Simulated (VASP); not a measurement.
Si under changes of volume

One of the cells (20.126 Å³/atom); the others are scaled copies at fixed shape and fractional positions:

```xyz
4
Lattice="3.8313 0.0000 0.0000 -1.9157 3.3180 0.0000 0.0000 0.0000 6.3326" Properties=species:S:1:pos:R:3 pbc="T T T"
Si    1.9157    1.1060    5.9336
Si    0.0000    2.2120    2.7673
Si    1.9157    1.1060    3.5653
Si    0.0000    2.2120    0.3990
```

This isn't the form of Si at room conditions, which is diamond.

| Item | Value |
| --- | --- |
| Program | VASP 6.6.1 |
| Functional | r2SCAN |
| Potentials or basis | VASP PAW PBE potentials, release 64 (Si) |
| Cutoff | 520 eV |
| k mesh | 8 × 8 × 4 |
| Occupations | gaussian, width 0.02 eV |
| Spin | no spin polarisation |

```csv
volume (Å³/atom),energy over the lowest point (meV/atom),pressure (GPa),gap on the mesh (eV),largest force (eV/Å)
19.321,?,?,?,?
19.723,2.41,2.0,0.57,0.003
20.126,0.00,0.0,0.62,0.005
20.528,2.48,-1.9,0.66,0.013
20.931,9.36,-3.6,0.69,0.020
```

What does the run at 19.321 Å³/atom give?

Energy over the lowest point 10.25 meV/atom; pressure 4.3 GPa; gap on the mesh 0.52 eV; largest force 0.012 eV/Å.

Worked out: A Birch-Murnaghan fit of order 2 (a polynomial in V^(-2/3)) to the other rows has its minimum at 20.12 Å³/atom with B0 = V·E''(V) = 97 GPa at fixed shape and positions, which overstates the stiffness. It gives 10.18 meV/atom at 19.321 Å³/atom, against the run's 10.25, and -dE/dV = 4.2 GPa, against 4.3. A straight line through the other rows of the gap, of slope 2.02 eV per unit of ln V, extrapolates to 0.53 eV, against the run's 0.52.

Energies are extrapolated to zero smearing.

Caveats: the PAW data sets were made with another functional, which shifts forces and pressure a little.

A mesh can miss the band edges.
